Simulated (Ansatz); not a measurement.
Lu, 2 atoms in the cell. Symmetry: P6_3/mmc, No. 194, hexagonal system. The conventional cell has a = 3.503 Å, b = 3.503 Å, c = 5.551 Å, α = 90.00°, β = 90.00°, γ = 120.00°. Lu (site symmetry -6m2) has 12 Lu at 3.43 to 3.50 Å as nearest neighbours. 

* Program: Ansatz 0.2.0
* Task: relaxation of cell and atoms
* Functional: r2SCAN
* Potentials or basis: Ansatz PAW
* Cutoff: 500 eV (not typed: the program's choice for these potentials)
* k mesh: 9 × 9 × 5
* Occupations: fermi-dirac, width 0.05 eV
* Spin: no spin polarisation
* Target pressure: 10 GPa
* Target pressure (GPa): 10

Potentials or basis: Ansatz PAW.

Run with:

```console
$ ansatz run input.yaml --threads 2 --pin off --max-ram 5632MiB --backend cpu --events-out ev --progress --plain --runs-dir out
```

Hardware: 2 threads of Arm Neoverse V2, with other jobs on the host.

Q: How long does it take, and how much memory?

A: Wall time 33 s on 2 threads of Arm Neoverse V2, on a shared host, peak memory 0.52 GiB. Counts: scf iterations 43, plane waves 1243, k points 36, bands 30, ion steps 6.
